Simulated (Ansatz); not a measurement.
# Y (P6_3/mmc) in Ansatz: notebook, part 2 of 2

Ansatz 0.2.0. The steps go on from the part before.

### 4 Relaxation of cell and atoms, revPBE

The input, input.yaml:

```yaml
crystal:
  lattice:
    - [3.6474, 0.0, 0.0]
    - [-1.8237, 3.1587410578, 0.0]
    - [0.0, 0.0, 5.7306]
  atoms:
    - { symbol: "Y", position: [0.6666666667, 0.3333333333, 0.75] }
    - { symbol: "Y", position: [0.3333333333, 0.6666666667, 0.25] }
hamiltonian:
  xc: revpbe
  pseudopotentials: { kind: paw }
kpoints:
  mp_grid: { grid: [8, 8, 5] }
scf:
  occupations: { method: fermi_dirac, width: 0.05 }
output:
  forces: true
  stress: true
  eigenvalues: true
relax:
  f_tol: 0.01
  max_steps: 40
  cell: { stress_tol: 0.05 }
```

Launch:

```console
$ ansatz run input.yaml --threads 2 --pin off --max-ram 5632MiB --backend cpu --events-out ev --progress --plain --runs-dir out
```

Run time: 3.2 s. Hardware: 2 threads of Arm Neoverse V2, shared host; peak memory 0.33 GiB.

It converged, with:

- Free energy: -7707.0249 eV
- Relaxed volume: 33.84 Å³/atom
- Relaxed cell: a = 3.686 Å, b = 3.686 Å, c = 5.753 Å, α = 90.00°, β = 90.00°, γ = 120.00°
- Space group after relaxing (to 0.05 Å): P6_3/mmc (No. 194)
- Energy gained by relaxing: 2.7 meV/atom
- Ionic steps: 4
- Pressure after relaxing: 0.0 GPa
- Band gap on the k mesh: none (metal or under the smearing width)

The path:
```tsv
step	energy change (eV)	largest force (eV/Å)	volume (Å³)
1	0.0000	0.0000	66.02
2	-0.0053	0.0000	67.70
3	-0.0054	0.0000	67.68
4	-0.0054	0.0000	67.68
```

Final structure:
```yaml
crystal:
  lattice:
    - [3.68571, 0.00000, 0.00000]
    - [-1.84286, 3.19192, 0.00000]
    - [0.00000, 0.00000, 5.75290]
  atoms:
    - { symbol: Y, position: [0.66667, 0.33333, 0.75000] }
    - { symbol: Y, position: [0.33333, 0.66667, 0.25000] }
```

Levels at points of the mesh, in eV from the Fermi level:
| k point | band 9 | band 10 | band 11 | band 12 | band 13 | band 14 |
| --- | --- | --- | --- | --- | --- | --- |
| (0.00, 0.00, 0.00) | -4.59 | -1.77 | 0.82 | 1.74 | 1.74 | 2.07 |
| (0.00, -0.50, 0.00) | -1.63 | -1.11 | -0.75 | -0.16 | 1.38 | 1.46 |

Caveat: the plane-wave basis is chosen anew once the cell has moved, so the energies of steps on either side of that aren't comparable; the PAW data sets come from PBE, with cores solved anew for the run's functional, which leaves a small shift of forces and pressure. Zero-point motion and thermal expansion aren't in these numbers.

### 5 Relaxation of cell and atoms, BLYP

Changes to input.yaml since step 4:

```diff
@@ -9,3 +9,3 @@
 hamiltonian:
-  xc: revpbe
+  xc: blyp
   pseudopotentials: { kind: paw }
@@ -19,2 +19,6 @@
   eigenvalues: true
+  write_density: true
+  write_potential: true
+  elf: true
+  volumetric_format: npy
 relax:
```

Potentials or basis: Ansatz PAW.

Launch:

```console
$ ansatz run input.yaml --threads 2 --pin off --max-ram 5632MiB --backend cpu --events-out ev --progress --plain --runs-dir out
```

The log of the run:

```text
Warning: RAYON_NUM_THREADS=2 ignored (pool sized by the plan → 2); use --threads N
Engine: ansatz 0.2.0, aarch64-unknown-linux-gnu
Pseudopotentials: kind: paw
Pseudopotential: Y, paw, valence charge 11, recommended cutoff 420 eV (normal), Y.paw.azcp
Functional definition: BLYP
  parameter beta = 0.0042
  parameter a = 0.04918
  parameter b = 0.132
  parameter c = 0.2533
  parameter d = 0.349
  exchange = b88_x(beta = beta)
  correlation = lyp_c(a = a, b = b, c = c, d = d)
Crystal: 2 atoms, lattice volume = 66.023 Å³
[... 81 lines left out ...]
  E_closure    = 0.000000  (closes the sum)
  Σ components = -7722.365470   (vs F -7722.365470, Δ=0.00e0)
--- Forces (eV/Å), atoms counted from 1 ---
  atom   1  Y      0.00000000    -0.00000000    -0.00000000
  atom   2  Y      0.00000000     0.00000000     0.00000000
  max |Σ_I F_I| component: 2.78e-17 eV/Å
--- Stress (GPa, compression-positive) ---
       -0.001027      -0.000000       0.000000
       -0.000000      -0.001027      -0.000000
       -0.000000      -0.000000      -0.001244
  P = ⅓ Tr σ = -0.0011 GPa (-0.011 kbar)
--- Band table (eV; the first three rows and the last of 30) ---
  k-point 0: bands = ["-33.3350", "-33.2679", "-13.5875", "-13.1611", "-13.1611", "-13.0762", "-13.0762", "-13.0377", "4.9728", "7.7125", "10.4924", "11.1236", "11.1236", "11.4736", "11.7062"]
  k-point 1: bands = ["-33.3286", "-33.2744", "-13.5375", "-13.1531", "-13.1531", "-13.0929", "-13.0844", "-13.0844", "5.2273", "7.5246", "10.2681", "11.0029", "11.0029", "11.2382", "11.5041"]
  k-point 2: bands = ["-33.3119", "-33.2912", "-13.4043", "-13.2346", "-13.1319", "-13.1319", "-13.1057", "-13.1057", "5.9259", "6.8418", "10.2441", "10.6972", "10.9636", "10.9636", "11.1597"]
  k-point 29: bands = ["-33.2699", "-33.2670", "-13.4893", "-13.4728", "-13.3477", "-13.2962", "-13.1510", "-13.1330", "8.5972", "8.8175", "9.4563", "9.4840", "9.9985", "10.0081", "11.8597"]
--- Relaxed structure (4 steps of the walk, 4 accepted, 1 SCFs on fresh bases) ---
  F+E_penalty+E_count = -7722.36547044 eV   max|allowed force component| = 4.163e-17 eV/Å   (the final SCF, on the basis selected at the relaxed cell)
  cell:  # Å, volume = 67.5255 Å³
    - [3.686236385766195, 0.0, -6.372788004812238e-34]
    - [-1.8431181928830975, 3.192374354428059, 6.99181979522386e-19]
    - [-1.0012584016056702e-33, 1.268458597446676e-18, 5.738133901741186]
  atoms:
    - { symbol: Y, position: [0.6666666666666667, 0.33333333333333337, 0.7500000000000001] }
    - { symbol: Y, position: [0.33333333333333337, 0.6666666666666667, 0.25000000000000006] }
```

Run time: 3.8 s. Hardware: 2 threads of Arm Neoverse V2, shared host; peak memory 0.33 GiB.

What came out:

```
Free energy                            : -7722.3655 eV
Relaxed volume                         : 33.76 Å³/atom
Relaxed cell                           : a = 3.686 Å, b = 3.686 Å, c = 5.738 Å, α = 90.00°, β = 90.00°, γ = 120.00°
Space group after relaxing (to 0.05 Å) : P6_3/mmc (No. 194)
Energy gained by relaxing              : 2.3 meV/atom
Ionic steps                            : 5
Pressure after relaxing                : 0.0 GPa
Band gap on the k mesh                 : none (metal or under the smearing width)
```

Step by step:
```
step  energy change (eV)  largest force (eV/Å)  volume (Å³)
   1              0.0000                0.0000        66.02
   2             -0.0044                0.0000        67.51
   3             -0.0045                0.0000        67.54
   4             -0.0045                0.0000        67.53
   5             -0.0046                0.0000        67.53
```

Final structure:
```xyz
2
Lattice="3.6862 0.0000 0.0000 -1.8431 3.1924 0.0000 0.0000 0.0000 5.7381" Properties=species:S:1:pos:R:3 pbc="T T T"
Y     1.8431    1.0641    4.3036
Y     0.0000    2.1282    1.4345
```

Levels at points of the mesh, in eV from the Fermi level:
| k point | band 8 | band 9 | band 10 | band 11 | band 12 | band 13 | band 14 | band 15 |
| --- | --- | --- | --- | --- | --- | --- | --- | --- |
| (0.00, 0.00, 0.00) | -22.53 | -4.52 | -1.78 | 1.00 | 1.64 | 1.64 | 1.99 | 2.22 |
| (0.00, -0.50, 0.00) | -22.61 | -1.62 | -1.12 | -0.75 | -0.08 | 1.35 | 1.39 | 2.03 |

Caveat: the plane-wave basis is chosen anew once the cell has moved, so the energies of steps on either side of that aren't comparable; the PAW data sets come from PBE, with cores solved anew for the run's functional, which leaves a small shift of forces and pressure. BLYP gives volumes clearly too large for solids.

### 6 Relaxation of cell and atoms, r2SCAN

Changes to input.yaml since step 5:

```diff
@@ -9,3 +9,3 @@
 hamiltonian:
-  xc: blyp
+  xc: r2scan
   pseudopotentials: { kind: paw }
@@ -19,6 +19,2 @@
   eigenvalues: true
-  write_density: true
-  write_potential: true
-  elf: true
-  volumetric_format: npy
 relax:
```

Potentials or basis: Ansatz PAW.

Launch:

```console
$ ansatz run input.yaml --threads 2 --pin off --max-ram 5632MiB --backend cpu --events-out ev --progress --plain --runs-dir out
```

Wall time 8.2 s (2 threads of Arm Neoverse V2, shared host); peak memory 0.47 GiB.

It converged, with:

```yaml
Free_energy: -7719.4200 eV
Relaxed_volume: 33.57 Å³/atom
Relaxed_cell: a = 3.681 Å, b = 3.681 Å, c = 5.723 Å, α = 90.00°, β = 90.00°, γ = 120.00°
Space_group_after_relaxing_to_0.05_Å: P6_3/mmc (No. 194)
Energy_gained_by_relaxing: 1.7 meV/atom
Ionic_steps: 4
Pressure_after_relaxing: 0.0 GPa
Band_gap_on_the_k_mesh: none (metal or under the smearing width)
```

The path:
```tsv
step	energy change (eV)	largest force (eV/Å)	volume (Å³)
1	0.0000	0.0000	66.02
2	-0.0031	0.0000	67.20
3	-0.0032	0.0000	67.13
4	-0.0034	0.0000	67.13
```

Final structure:
```
Y
1.0
     3.68053    0.00000    0.00000
    -1.84027    3.18744    0.00000
     0.00000    0.00000    5.72256
Y
2
Direct
  0.66667 0.33333 0.75000
  0.33333 0.66667 0.25000
```

Levels at points of the mesh, in eV from the Fermi level:
| k point | band 8 | band 9 | band 10 | band 11 | band 12 | band 13 | band 14 | band 15 |
| --- | --- | --- | --- | --- | --- | --- | --- | --- |
| (0.00, 0.00, 0.00) | -23.27 | -4.89 | -1.85 | 0.77 | 1.95 | 1.95 | 2.36 | 2.61 |
| (0.00, -0.50, 0.00) | -23.35 | -1.71 | -1.17 | -0.78 | -0.26 | 1.52 | 1.65 | 2.27 |

Caveat: the plane-wave basis is chosen anew once the cell has moved, so the energies of steps on either side of that aren't comparable; the PAW data sets come from PBE, with cores solved anew for the run's functional, which leaves a small shift of forces and pressure.

### 7 The runs side by side

| level | cutoff (eV) | gap on the mesh (eV) | pressure (GPa) | relaxed volume (Å³/atom) |
| --- | --- | --- | --- | --- |
| PBEsol | 420 | none | 0.0 | 31.33 |
| RPBE | 420 | none | 0.0 | 34.19 |
| revPBE | 420 | none | 0.0 | 33.84 |
| BLYP | 420 | none | 0.0 | 33.76 |
| r2SCAN | 500 | none | 0.0 | 33.57 |

Alike in all rows: task relaxation of cell and atoms; potentials or basis Ansatz PAW; no spin polarisation; cell relaxed; k mesh 8 × 8 × 5; smearing fermi-dirac 0.05 eV.

Caveats: the plane-wave basis is chosen anew once the cell has moved, so the energies of steps on either side of that aren't comparable; the PAW data sets come from PBE, with cores solved anew for the run's functional, which leaves a small shift of forces and pressure.

Total energies depend on the potentials used, so only differences within one code and one set of settings carry meaning.
